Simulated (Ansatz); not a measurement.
# Si(111) with Br on 50 % of the top atoms and H on the rest: bands and core levels, part 3 of 3

What would XPS and angle-resolved spectra of Si(111) with Br on 50 % of the top atoms and H on the rest look like?

Ansatz 0.2.0; DFT, PBE, plane-wave PAW, default files, scalar-relativistic.

So far, gap on the k-mesh (eV): step 2 (relaxing the atoms) 1.07.

## Step 3: Bands by layer (continued)

Sums over each group's atoms; left-over states aren't shared out by site. Site centres, by row:

```tsv
group	element	shell	occupied states	centre of occupied part (eV)	centre up to the window's top (eV)
adsorbate	Br	4s	3.725	-14.23	-13.47
adsorbate	Br	4p	10.55	-2.957	-2.445
adsorbate	H	1s	2.034	-4.731	-2.607
layer 1	Si	3s	4.681	-8.204	-5.072
layer 1	Si	3p	10.49	-4.169	-1.328
layer 2	Si	3s	4.754	-7.839	-4.841
layer 2	Si	3p	11.23	-3.644	-1.252
layer 3	Si	3s	4.742	-7.883	-4.858
layer 3	Si	3p	11.13	-3.706	-1.237
middle	Si	3s	4.732	-7.898	-4.851
middle	Si	3p	11.12	-3.71	-1.234
other layers	Si	3s	9.303	-8.032	-4.983
other layers	Si	3p	22.05	-3.671	-1.196
other layers	H	1s	4.166	-5.119	-2.892
```

Recipe: projected DOS times atomic cross section and asymmetry factor (unpolarised light, 45° from the beam), occupied states only, Fermi edge at 300 K, a Lorentzian width of 0.2 eV growing by 0.08 eV per eV of binding energy, and a resolution of 0.15 eV. Each atom is damped by exp[−depth/(λ cos θ)], θ = 75° from the normal, λ from the universal curve. Curves are cut 10 eV under the photon energy, above any shell that the free atom's threshold puts out of reach, or at the lower edge of the window: 11.2 eV at 21.2 eV, 17 eV at 60 eV, 17 eV at 1486.7 eV, 17 eV at 8047.8 eV and 17 eV at 9251.7 eV. Matrix elements of the solid and inelastic losses aren't modelled, nor non-dipole terms, which matter above 3 keV.

Share of each shell in the spectrum's area (%), by photon energy:

```tsv
shell	21.2 eV	60 eV	1486.7 eV	8047.8 eV	9251.7 eV
Br 4s	0.0	17.2	19.9	35.4	37.1
Br 4p	83.3	39.1	42.3	29.5	28.1
H 1s	9.8	9.4	0.0	0.0	0.0
Si 3s	1.6	10.2	26.0	31.8	31.9
Si 3p	5.4	24.1	11.7	3.3	2.9
```

Regions along c: top from 15.2 to 21.8 Å, middle from 9.8 to 15.0 Å, bottom from 3.0 to 9.7 Å.

States with weight above 0.08 nearest the zero at K of the zone, within the window kept, -7.5 to 5.0 eV (levels that the program groups as degenerate share a row):

```tsv
E (eV)	weight, total	weight, top	weight, middle	weight, bottom
-2.55	0.64	0.22	0.29	0.12
-2.40	0.25	0.06	0.15	0.03
-2.20	0.68	0.14	0.39	0.14
-2.09	0.37	0.11	0.21	0.04
-1.88	0.18	0.12	0.04	0.01
-1.65	0.38	0.22	0.13	0.01
2.08	0.78	0.18	0.52	0.08
2.54	0.62	0.08	0.36	0.17
2.58	0.47	0.09	0.27	0.11
2.62	0.80	0.12	0.44	0.22
```

States with weight above 0.08 nearest the zero at M of the zone, within the window kept, -7.5 to 5.0 eV (levels that the program groups as degenerate share a row):

```tsv
E (eV)	weight, total	weight, top	weight, middle	weight, bottom
-1.76	0.50	0.13	0.26	0.10
-1.70	0.50	0.13	0.16	0.19
-1.31	0.50	0.10	0.26	0.13
-1.21	0.50	0.16	0.23	0.08
1.07	0.50	0.06	0.35	0.08
1.09	0.50	0.05	0.34	0.09
1.54	0.50	0.11	0.28	0.09
1.72	0.50	0.10	0.21	0.15
1.73	0.50	0.12	0.13	0.23
1.79	0.50	0.09	0.21	0.18
```

The largest force component on a free atom is 0.015 eV/Å, so the atoms are at rest for these settings too.

## Step 4: Core holes

XPS shifts tell sites apart. Each chosen atom gets a core hole in a self-consistent pass of its own.

File input.yaml:

```yaml
crystal:
  lattice:
    - [7.6791796437, 0.0, 0.0]
    - [3.8395898218, 6.6503646517, 0.0]
    - [0.0, 0.0, 24.7737769138]
  atoms:
    - { symbol: Br, position: [0.0002101051, -0.0004202101, 0.7176360907] }
    - { symbol: Br_h, position: [0.5002101051, -0.0004202101, 0.7176360907] }
    - { symbol: H, position: [-0.0002467663, 0.5004935326, 0.6888904563] }
    - { symbol: H, position: [0.4997532337, 0.5004935326, 0.6888904563] }
    - { symbol: Si_h, position: [-0.0001652239, 0.0003304477, 0.6264152022] }
    - { symbol: Si, position: [0.4998347761, 0.0003304477, 0.6264152022] }
    - { symbol: Si, position: [0.0003948221, 0.4992103557, 0.6283888102] }
    - { symbol: Si_h, position: [0.5003948221, 0.4992103557, 0.6283888102] }
    - { symbol: Si_h, position: [0.8324528675, 0.335094265, 0.5963104026] }
    - { symbol: Si, position: [0.3324528675, 0.335094265, 0.5963104026] }
    - { symbol: Si, position: [0.8344328862, 0.8311342276, 0.5960469878] }
    - { symbol: Si, position: [0.3344328862, 0.8311342276, 0.5960469878] }
    - { symbol: Si, position: [0.8332931799, 0.3334136403, 0.5008237869] }
    - { symbol: Si, position: [0.3332931799, 0.3334136403, 0.5008237869] }
    - { symbol: Si, position: [0.8332723687, 0.8334552625, 0.5005280142] }
    - { symbol: Si, position: [0.3332723687, 0.8334552625, 0.5005280142] }
    - { symbol: Si_h, position: [0.1665194592, 0.1669610816, 0.468486593] }
    - { symbol: Si, position: [0.6665194592, 0.1669610816, 0.468486593] }
    - { symbol: Si, position: [0.1667151737, 0.6665696525, 0.4683537548] }
    - { symbol: Si, position: [0.6667151737, 0.6665696525, 0.4683537548] }
    - { symbol: Si, position: [0.1666666665, 0.166666667, 0.373126513] }
    - { symbol: Si, position: [0.6666666665, 0.166666667, 0.373126513] }
    - { symbol: Si, position: [0.1666666665, 0.666666667, 0.373126513] }
    - { symbol: Si, position: [0.6666666665, 0.666666667, 0.373126513] }
    - { symbol: Si, position: [0.0, 0.0, 0.341490118] }
    - { symbol: Si, position: [0.5, 0.0, 0.341490118] }
    - { symbol: Si, position: [0.0, 0.5, 0.341490118] }
    - { symbol: Si, position: [0.5, 0.5, 0.341490118] }
    - { symbol: H, position: [0.0, 0.0, 0.282556835] }
    - { symbol: H, position: [0.5, 0.0, 0.282556835] }
    - { symbol: H, position: [0.0, 0.5, 0.282556835] }
    - { symbol: H, position: [0.5, 0.5, 0.282556835] }
kpoints:
  mp_grid: { grid: [3, 3, 1] }
scf:
  occupations: { method: fermi_dirac, width: 0.02 }
  n_extra_bands: 23
hamiltonian:
  xc: pbe
  pseudopotentials: { kind: paw }
output:
  forces: true
  write_potential: true
  volumetric_format: []
  core_levels:
    shells: { Br_h: "3d", Si_h: "2p" }
    counted_from: conduction_bottom
    add_spin: always
efield:
  axis: 3
  dipole_correction: true
```

Launch:

```console
ansatz run input.yaml --threads 4 --pin off --max-ram 11264MiB --backend cpu --events-out ev --progress --plain --runs-dir out
```

Numbers of over 12 decimals in the logs are rounded to 6 here.

The program printed:

```text
[...]
Crystal: 32 atoms, lattice volume = 1265.181 Å³
Basis set: ecut = 420 eV, 24701 PW (Γ), exchange–correlation on 108×108×360 points (8 copies of the dense FFT grid, shifted against one another)
Bands: 81, of which v1, the nominal top of the filled ones, is band 58 counted from 1 (57 counted from 0)
Symmetry: 1 space group operations
[...]
k-points: 5 of 9 (time reversal used)
[...]
SCF iter   1: F=—  HF=-20922.247117 eV  |F-HF|=—  |Δ(HF+E_count)|=         —  Δρ=1.90e-3  dr2=5.14e-1  ethr=1.77e-3  p=-0.228 e·Å  D=-3.27e-2 V/Å  ΔV_dip=0.81 eV  dr2_dipole=5.39e-3  V_vac-E_F(+/−)=4.51/3.70 eV  ⟨swp⟩=8.6  Hψ=2337  notcnv=0  defer=20
[...]
SCF iter   8: F=-20922.173131 eV  HF=-20922.173131 eV  |F-HF|=5.24e-10  |Δ(HF+E_count)|=   1.69e-7  Δρ=1.63e-6  dr2=6.11e-8  ethr=8.62e-11  p=-0.191 e·Å  D=-2.73e-2 V/Å  ΔV_dip=0.68 eV  dr2_dipole=2.67e-10  V_vac-E_F(+/−)=4.79/4.11 eV  ⟨swp⟩=23.4  Hψ=4500  notcnv=0
SCF 1 converged in 8 iterations: F = -20922.173131 eV  dr2 = 6.11e-8
[...]
── core hole 1/5: 3d of Br_h 1 ──
── 3d of Br_h 1: 69.495 eV over the cell without the hole, in 17 iterations ──
── core hole 2/5: 2p of Si_h 4 ──
── 2p of Si_h 4: 100.556 eV over the cell without the hole, in 17 iterations ──
── core hole 3/5: 2p of Si_h 7 ──
── 2p of Si_h 7: 100.027 eV over the cell without the hole, in 15 iterations ──
── core hole 4/5: 2p of Si_h 8 ──
── 2p of Si_h 8: 99.918 eV over the cell without the hole, in 17 iterations ──
── core hole 5/5: 2p of Si_h 16 ──
── 2p of Si_h 16: 99.913 eV over the cell without the hole, in 14 iterations ──
SCF converged after 8 iterations
Free energy (F): -20922.173131 eV
[...]
Internal energy: -20922.173131 eV  (E = F + TS)
E sigma→0 (E₀):  -20922.173131 eV
Fermi energy:    0.259684 eV
Dipole field:    D = -0.027269 V/Å  (p = -0.190659 e·Å, saw-weighted, corrected)
Work function:   Φ+ = 4.7892 eV   Φ− = 4.1136 eV
[...]
--- Forces (eV/Å), atoms counted from 1 ---
  atom   1  Br       0.00000010    -0.00061879    -0.00228460
  atom   2  Br_h    -0.00000008    -0.00061888    -0.00228468
  atom   3  H       -0.00000008     0.00049942    -0.00062692
  atom   4  H        0.00000004     0.00049951    -0.00062673
  atom   5  Si_h    -0.00000003     0.00061545     0.01543210
  atom   6  Si       0.00000027     0.00061548     0.01543229
  atom   7  Si       0.00000009     0.00114757    -0.00040019
  atom   8  Si_h    -0.00000006     0.00114737    -0.00040030
  atom   9  Si_h    -0.00000016    -0.00126759    -0.00635509
  atom  10  Si       0.00000000    -0.00126761    -0.00635533
  atom  11  Si      -0.00000038     0.00123556    -0.00235700
  atom  12  Si      -0.00000012     0.00123551    -0.00235738
  atom  13  Si      -0.00000008    -0.00212409     0.00223407
  atom  14  Si      -0.00000011    -0.00212427     0.00223418
  atom  15  Si      -0.00000028     0.00006074     0.00036317
  atom  16  Si       0.00000008     0.00006066     0.00036363
  atom  17  Si_h     0.00000031     0.00154124    -0.00586119
  atom  18  Si      -0.00000021     0.00154123    -0.00586156
  atom  19  Si      -0.00000007    -0.00115464     0.00073488
  atom  20  Si      -0.00000003    -0.00115439     0.00073519
  atom  21  Si       0.00000034     0.00295854    -0.06044286
  atom  22  Si       0.00000004     0.00295902    -0.06044254
  atom  23  Si      -0.00000036    -0.00296632    -0.08994157
  atom  24  Si      -0.00000010    -0.00296637    -0.08994154
  atom  25  Si       0.00000017    -0.00171339     0.85389207
  atom  26  Si      -0.00000020    -0.00171299     0.85389225
  atom  27  Si       0.00000054     0.00133575     0.84794235
  atom  28  Si       0.00000020     0.00133538     0.84794211
  atom  29  H        0.00000020     0.00055929    -0.77587105
  atom  30  H       -0.00000003     0.00055932    -0.77587134
  atom  31  H        0.00000019    -0.00011280    -0.77634739
  atom  32  H        0.00000041    -0.00011291    -0.77634720
  max |Σ_I F_I| component: 2.22e-4 eV/Å
--- Band table (eV; the first three rows and the last of 5) ---
  k-point 0: bands = [... 54 lower, -0.7383, -0.6897, -0.3050, -0.2722, 0.8016, 0.8113, 0.8225, 1.2641, ... 19 higher]
  k-point 1: bands = [... 54 lower, -1.5746, -1.3002, -1.0774, -0.6396, 0.9524, 1.5469, 1.5536, 1.7439, ... 19 higher]
  k-point 2: bands = [... 54 lower, -1.4946, -1.3006, -1.2049, -0.6895, 0.9523, 1.5345, 1.6086, 1.6814, ... 19 higher]
  k-point 4: bands = [... 54 lower, -1.7735, -1.5489, -1.4766, -1.3676, 1.8062, 2.0154, 2.2715, 2.3037, ... 19 higher]
--- Core levels from the conduction bottom, as differences alone (as output.core_levels.counted_from types it; a hole's nearest image at 7.7 Å) ---
  the holes have spin, as output.core_levels.add_spin types it
  atom         alike  shell      binding/eV   shift/eV difference/eV images/eV   SCF
  Br_h 1           1     3d               –     +0.000        69.495         –    17
  Si_h 4           1     2p               –     +0.000       100.556         –    17
  Si_h 7           1     2p               –     -0.528       100.027         –    15
  Si_h 8           1     2p               –     -0.638        99.918         –    17
  Si_h 16          1     2p               –     -0.642        99.913         –    14
  the dataset of Br_h with a 3d hole: scattering error 0.012 eV (0.002 eV in the local channel); free atom: scalar-relativistic, large and small components
  the two lines of Br_h's 3d: 3d3/2 +0.616 eV and 3d5/2 -0.411 eV off its levels, 2 : 3 in strength
  the dataset of Si_h with a 2p hole: scattering error 0.000 eV (0.000 eV in the local channel); free atom: scalar-relativistic, large and small components
  the two lines of Si_h's 2p: 2p1/2 +0.408 eV and 2p3/2 -0.204 eV off its levels, 1 : 2 in strength
  Br_h 1 3d: stability_check_not_made
```

Wall time 5.7 min (4 threads of Arm Neoverse V1, shared host); peak memory 2.9 GiB.

This step gave:

```
symmetry operations : 1
```

Levels are total-energy differences with one electron taken from the core. The electron stays in the lowest empty state, so these are excitation energies, not binding energies. The hole's nearest image is 7.7 Å away.

```tsv
atom	region	shell	level (eV)	shift (eV)	j lines (eV)	doubts
Br2	adsorbate	3d	69.49	-	70.11 / 69.08	stability check not made
Si5	layer 1	2p	100.56	+0.64	100.96 / 100.35	-
Si8	layer 1	2p	100.03	+0.11	100.44 / 99.82	-
Si9	layer 2	2p	99.92	+0.00	100.33 / 99.71	-
Si17	middle	2p	99.91	+0.00	100.32 / 99.71	-
```

Levels of p, d and f shells are means over their two j lines, weighted by degeneracy; the splitting comes from the atom's own solve. Shifts count from the last listed atom of each element. With the electron kept in the cell, its attraction to the hole differs by site and enters these shifts.

The Si 2p lines of the listed atoms alone (other atoms of the cell aren't counted), as Gaussians 0.8 eV wide, no depth weighting. The intensity by Si 2p level; read off at these points:

```tsv
Si 2p level (eV)	intensity (%)
98.30	0.0107
98.40	0.0354
98.50	0.107
98.60	0.296
98.70	0.754
98.80	1.76
98.90	3.77
99.00	7.44
99.10	13.5
99.20	22.5
99.30	34.5
99.40	48.9
99.50	64.2
99.60	78.2
99.70	89.3
99.80	96.4
99.90	99.6
99.95	100.0
100.00	99.8
100.10	98.0
100.20	94.7
100.30	89.7
100.40	82.7
100.50	73.6
100.60	63.0
100.70	52.0
100.80	41.5
100.90	32.4
101.00	24.9
101.10	18.7
101.20	13.8
101.30	9.73
101.40	6.53
101.50	4.11
101.60	2.42
101.70	1.31
101.80	0.658
101.90	0.304
102.00	0.129
102.10	0.0502
102.20	0.0179
102.30	0.00588
```

## Step 5: Summary of results

```yaml
ionisation_potential: 5.32 eV (upper face; lower face 4.65 eV)
electron_affinity_kohn_sham: 4.25 eV (slab's lowest empty level against the upper vacuum)
si_core_shifts_among_the_listed_atoms_from_the_last_listed_one: +0.00 to +0.64 eV
```

The valence top of Si(111) with Br on 50 % of the top atoms and H on the rest lies 5.32 eV (upper face; lower face 4.65 eV) below the vacuum and the lowest empty level 4.25 eV below the vacuum of the upper face. Only the strongest levels a point were stored, too few to count surface states. The upper face's value lies 0.68 eV above that of the hydrogen-covered lower face; the difference is the dipole step of the groups. Core shifts: Si +0.00 to +0.64 eV. Among the sites run, the most bound Si 2p level is that of Si5 (layer 1), bonded to 3 Si and 1 Br; the least bound, 0.64 eV shallower, that of Si17 (middle), tied with Si9, bonded to 4 Si. That is the order that electronegative neighbours give as a rule, though screening of the hole enters too. These are excitation energies with the electron kept in the cell, so its attraction to the hole, which differs by site, enters the order. At 21.2 eV the valence spectrum has its highest listed peaks within 10.8 eV at 1.6 eV (Br 4p) and 2.5 eV (Br 4p). At 1486.7 eV the valence spectrum has its highest listed peaks within 13 eV at 1.6 eV (Br 4p), 2.5 eV (Br 4p), 6.5 eV (Si 3s) and 9.1 eV (Si 3s). The shell named is the one with most of the intensity, cross sections included, not always the one with most states there. In the main run, from 1486.7 eV towards hard X-rays the Br 4s share grows by 17 points, as its cross section falls more slowly with photon energy than those of the shells it gains on. The spectra rest on a 3×3×1 mesh, so closely spaced maxima can be ripples of the mesh. The slab's own atoms span 7.1 Å, so bulk bands appear as a few quantum-well levels, and states of the two faces can mix. The affinity uses the Kohn–Sham gap, which is too small, so the true affinity is lower and the true ionisation potential usually higher.

[Logs are printed without paths, hosts, clocks, repeated set-up lines and the standing remarks that a program may print on its own settings, such as how far it seeks lower states.]

[Hosts, paths, dates, database ids (printed as entryN), source tags and the programs' standing remarks are cut or masked in the printed files.]

[Maps of the electrostatic potential energy from Ansatz leave out the sawtooth potential of an applied field or a dipole correction, so their vacuum need not be flat; work functions include it.]
